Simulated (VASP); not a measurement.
Here is a VASP 6.6.1 calculation.

File POSCAR:

```
As
1.0
    2.7036817444      0.0000000000      0.0000000000
    0.0000000000      2.7036817444      0.0000000000
    0.0000000000      0.0000000000      2.7036817444
As
1
Direct
    0.5000000000      0.5000000000      0.5000000000
```

INCAR.step1

```
ALGO = Normal
EDIFF = 1E-8
EDIFFG = -0.002
ENCUT = 600
IBRION = 2
ISIF = 3
ISMEAR = 0
LASPH = T
LCHARG = F
LREAL = F
LWAVE = F
NELM = 80
NSW = 40
PREC = Accurate
SIGMA = 0.02
```

INCAR.step2

```
ALGO = Normal
EDIFF = 1E-8
ENCUT = 600
IBRION = 8
ISIF = 2
ISMEAR = 0
LASPH = T
LCHARG = F
LREAL = F
LWAVE = F
NELM = 80
NSW = 1
PREC = Accurate
SIGMA = 0.02
```

KPOINTS

```
k-points
0
Gamma
  7 7 7
```

Potentials or basis: VASP PAW LDA potentials, release 64 (As).

Run with:

```sh
$ cat potpaw_LDA.64/As/POTCAR > POTCAR
$ cp INCAR.step1 INCAR
$ mpirun -np 1 vasp_std > vasp.out
$ cp CONTCAR POSCAR
$ cp INCAR.step2 INCAR
$ mpirun -np 1 vasp_std > vasp.out
```

(1) Estimate the relaxed cell.

(2) Predict the relaxed volume.

## Answers

(1) a = 2.679 Å, b = 2.679 Å, c = 2.679 Å, α = 90.00°, β = 90.00°, γ = 90.00°.

(2) 19.22 Å³/atom.
